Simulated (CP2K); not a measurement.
Runs of CP2K 2026.2 on TaN. The structure is cubic, space group Pm-3m (No. 221). The conventional cell has a = 2.732 Å, b = 2.732 Å, c = 2.732 Å, α = 90.00°, β = 90.00°, γ = 90.00°. Ta (site symmetry m-3m) has 8 N at 2.37 Å as nearest neighbours. N (site symmetry m-3m) is surrounded by 8 Ta at 2.37 Å. The cell comes from a database or a generator and needn't be the stable form of this composition.

| level | gap on the mesh (eV) | pressure (GPa) |
| --- | --- | --- |
| PBE | none | (a) |
| HLE16 | none | -65.8 |
| PW91 | none | 2.8 |
| LDA | none | (b) |
| M06-L | none | 3.2 |
| PBEsol | none | -5.7 |
| revPBE | none | 4.8 |

Alike in all rows: task single point; potentials or basis POTENTIAL_UZH Ta GTH-PBE-q13, N GTH-PBE-q5; TZVP-MOLOPT-PBE-GTH basis; no spin polarisation; cell as given; k mesh 10 × 10 × 10; smearing fermi-dirac 0.05 eV.

Fill in the values left out.

(a) 2.4; (b) -9.5.

Caveats: the basis of atomic orbitals isn't converged, which shifts pressures, moduli and gaps; the potentials were made for another functional, which shifts forces and pressure (some runs); the potentials were made for a functional far from this one (some runs); the cell as given lies far from equilibrium (some runs).

A k mesh can miss the band edges, and the runs leave out spin-orbit coupling on Ta.

A gap of «none» marks a metal or a gap under the smearing width.
